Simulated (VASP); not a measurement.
**LiF in VASP 6.6.1, single-point calculation**

INCAR

```
LASPH = .TRUE.
NBANDS = 12
LWAVE = .FALSE.
LREAL = .FALSE.
EDIFF = 1E-7
ENCUT = 520
ISMEAR = 0
GGA = XX
NELM = 79
LCHARG = .FALSE.
ALGO = Normal
IBRION = -1
NSW = 0
ISIF = 2
SIGMA = 0.01
PREC = Accurate
```

KPOINTS

```
KPOINTS created by Atomic Simulation Environment
0
Gamma
10 10 10
0 0 0
```

POSCAR

```
Li F
 1.0000000000000000
     0.0000000000000000    1.9948717434000001    1.9948717434000001
     2.0120276403999999    0.0000000000000000    1.9948717434000001
     2.0120276403999999    1.9948717434000001    0.0000000000000000
 Li  F
   1   1
Cartesian
  0.0000000000000000  0.0000000000000000  0.0000000000000000
  2.0120276403999995  1.9948717434000001  1.9948717434000001
```

The recommended PBE PAW datasets give the neutral cell 10 valence electrons.

Command

```
mpirun -np 1 vasp_std
```

Standard output (part)

```
POSCAR found type information on POSCAR LiF
 POSCAR found :  2 types and       2 ions
|     EEEEEEE  RRRRRR   RRRRRR   OOOOOOO  RRRRRR      ###     ###     ###     |
|     E        R     R  R     R  O     O  R     R     ###     ###     ###     |
|     E        R     R  R     R  O     O  R     R     ###     ###     ###     |
|     EEEEE    RRRRRR   RRRRRR   O     O  RRRRRR       #       #       #      |
|     E        R    R   R    R   O     O  R    R      ###     ###     ###     |
|     EEEEEEE  R     R  R     R  OOOOOOO  R     R     ###     ###     ###     |
|     Error: One of the selected functionals does not exist.                  |
|       ---->  I REFUSE TO CONTINUE WITH THIS SICK JOB ... BYE!!! <----       |
```

VASP stopped before the first electronic step.

Q: Why shouldn't this run be trusted?

A: Unknown functional word. VASP stopped before the first electronic step.
